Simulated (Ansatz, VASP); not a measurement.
This is a calculation of C for Ansatz 0.2.0.

input.yaml

```yaml
crystal:
  lattice:
    - [0.0, 1.78337, 1.78337]
    - [1.78337, 0.0, 1.78337]
    - [1.78337, 1.78337, 0.0]
  atoms:
    - { symbol: C, position: [0.75, 0.75, 0.75] }
    - { symbol: C, position: [0.5, 0.5, 0.5] }
hamiltonian:
  xc: pbe
  pseudopotentials: { kind: paw }
kpoints:
  mp_grid: { grid: [13, 13, 13] }
scf:
  occupations: { method: gaussian, width: 0.023 }
output:
  forces: true
  stress: true
  eigenvalues: true
```

Potentials or basis: Ansatz PAW.

Launch:

```bash
$ ansatz run input.yaml --threads 2 --pin off --max-ram 5632MiB --backend cpu --events-out ev --progress --plain --runs-dir out
```

Question: Set up the same calculation for VASP 6.6.1. Potentials there: VASP PAW PBE potentials, release 64 (C).

Answer: As run (the cutoff follows the program's own potentials):

The input INCAR:

```
SYSTEM = C
ALGO     = Normal         ! electronic algorithm
EDIFF    = 1E-6           ! SCF threshold, eV
ENCUT    = 520            ! plane-wave cutoff, eV
GGA      = PE             ! functional
ISIF     = 2              ! what is computed and relaxed
ISMEAR   = 0              ! smearing method
LASPH    = .True.         ! aspherical terms in the spheres
LCHARG   = .False.        ! write CHGCAR
LREAL    = .False.        ! projectors in reciprocal space
LWAVE    = .False.        ! write WAVECAR
NBANDS   = 11             ! bands
NELM     = 100            ! most SCF steps
PREC     = Accurate       ! precision mode
SIGMA    = 0.023          ! smearing width, eV
```

KPOINTS

```
k-points
0
Gamma
  13 13 13
  0 0 0
```

The input POSCAR:

```
C
1.0
    0.0000000000      1.7833700000      1.7833700000
    1.7833700000      0.0000000000      1.7833700000
    1.7833700000      1.7833700000      0.0000000000
C
2
Direct
    0.7500000000      0.7500000000      0.7500000000
    0.5000000000      0.5000000000      0.5000000000
```

Potentials or basis: VASP PAW PBE potentials, release 64 (C).

The run is started by

```bash
$ cat potpaw_PBE.64/C/POTCAR > POTCAR
$ mpirun -np 1 vasp_std > vasp.out
```

Both were run:

|  | VASP | Ansatz | Ansatz less VASP |
| --- | --- | --- | --- |
| gap on the k mesh at the Fermi level (eV) | 4.14 | 4.15 | +0.008 |
| least direct gap on the mesh (eV) | 5.59 | 5.59 | +0.004 |
| pressure (GPa) | 2.5 | 1.8 | -0.68 |

Caveats: an odd mesh through Γ misses points on the zone boundary, where band edges often lie (VASP); odd divisions of the mesh miss points on the zone boundary, where band edges often lie, so the gap on the mesh can be too wide (Ansatz); the pressure holds a Pulay correction of +1.0 GPa for the finite cutoff (Ansatz). A hybrid or GW would open this gap; PBE tends to underestimate it.
